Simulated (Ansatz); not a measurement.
# KF: the cell at several levels of theory

One table from this session's results is given with a row withheld; the runs are named, their logs left out.

Code: Ansatz 0.2.0. PAW datasets, plane waves, zero pressure. Spin-unpolarised throughout. Whether this structure exists isn't addressed.

### Starting point

This is the cell as the run starts from it, not yet at rest; its lengths are not the crystal's.

The symmetry is P6_3mc (No. 186, hexagonal); a = 3.781 Å, c = 6.175 Å in the conventional setting, 19.12 Å³ an atom. Around K lie 4 F at 2.32 Å; around F lie 4 K at 2.32 Å.

Structure file:

```cif
data_structure
_symmetry_space_group_name_H-M 'P6_3mc'
_symmetry_Int_Tables_number 186
_cell_length_a 3.7814
_cell_length_b 3.7814
_cell_length_c 6.1750
_cell_angle_alpha 90.000
_cell_angle_beta 90.000
_cell_angle_gamma 120.000
_cell_volume 76.46
loop_
_atom_site_label
_atom_site_type_symbol
_atom_site_symmetry_multiplicity
_atom_site_Wyckoff_symbol
_atom_site_fract_x
_atom_site_fract_y
_atom_site_fract_z
_atom_site_occupancy
K1 K 2 b 0.33333 0.66667 0.00000 1
F1 F 2 b 0.33333 0.66667 0.37500 1
```

The first run:

Contents of input.yaml:

```yaml
crystal:
  lattice:
    - [3.7813589656, 0.0, 0.0]
    - [-1.8906794828, 3.274752925, 0.0]
    - [0.0, 0.0, 6.1749591908]
  atoms:
    - { symbol: K, position: [0.3333333333, 0.6666666667, 0.0] }
    - { symbol: K, position: [0.6666666667, 0.3333333333, 0.5] }
    - { symbol: F, position: [0.3333333333, 0.6666666667, 0.375] }
    - { symbol: F, position: [0.6666666667, 0.3333333333, 0.875] }
kpoints:
  mp_grid: { grid: [12, 12, 4] }
hamiltonian:
  xc: pbe
scf:
  occupations: { method: fermi_dirac, width: 0.02 }
relax:
  f_tol: 0.005
  cell: {}
```

The run is started by

```
> ansatz run input.yaml --threads 2 --pin off --max-ram 2211MiB --backend cpu --events-out ev --progress --plain --runs-dir out
```

Among the steps run: PBE: cell and atoms; Relaxing with r2SCAN; Relaxing with PBEsol; Relaxation with LDA; Relaxing with HSE06.

One table of the session follows, with a row left open; its other results are not shown here.

```
 level  a (Å)  c (Å)  volume (Å³/atom)
   PBE  4.547  5.374            24.054
r2SCAN  4.485  5.271            22.957
PBEsol      ?      ?                 ?
   LDA  4.353  5.121            21.006
 HSE06  4.514  5.318            23.459
```

Estimate the missing values for PBEsol.

As computed: a (Å): 4.468; c (Å): 5.260; volume (Å³/atom): 22.735. In the column «a (Å)» it lies between LDA (4.353) and r2SCAN (4.485).

In words: From the start to the first minimum the volume moved by +25.8 %. LDA gives the smallest cell and PBE the largest; they differ by 14.5 % in volume, a mean of 4.6 % in length. The meshes differ: PBE 12×12×4, r2SCAN 6×6×4, PBEsol 6×6×4, LDA 6×6×4, HSE06 6×6×4. The cell started from the wurtzite prototype, but the relaxation took it to the higher symmetry P6_3/mmc (No. 194), so the name no longer describes it.

To keep in mind: Warnings in the runs' records: structure snapped to symmetry.
